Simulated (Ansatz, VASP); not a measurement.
**Two plane-wave programs on BN**

```
B N
1.0
     0.00000    1.80285    1.80285
     1.80285    0.00000    1.80285
     1.80285    1.80285    0.00000
B N
1 1
Direct
  0.00000 0.00000 0.00000
  0.75000 0.75000 0.75000
```

Alike in both runs: task relaxation of cell and atoms; functional PBEsol; k mesh 12 × 12 × 12; no spin polarisation.

|  | VASP | Ansatz |
| --- | --- | --- |
| version | VASP 6.6.1 | Ansatz 0.2.0 |
| potentials or method | VASP PAW PBE potentials, release 64 (B, N) | scalar-relativistic, plane waves, PAW |
| plane-wave cutoff (eV) | 600 | 420 |
| occupations | gaussian, width 0.01 eV | fixed |
| valence electrons in the cell | 8 | 8 |

Ansatz gave:

| Property | Result |
| --- | --- |
| gap on the k mesh at the Fermi level, each at its own relaxed structure (eV) | 4.30 |
| relaxed volume (Å³/atom) | 5.86 |
| relaxed cell length with the largest relative difference (Å) | 2.550 |

Q: What did VASP give for the same quantities?

A: gap on the k mesh at the Fermi level, each at its own relaxed structure (eV): 4.28; relaxed volume (Å³/atom): 5.86; relaxed cell length with the largest relative difference (Å): 2.550.

Caveats: the PAW data sets were made with another functional, which shifts forces and pressure a little (VASP). A k mesh can miss the band edges.
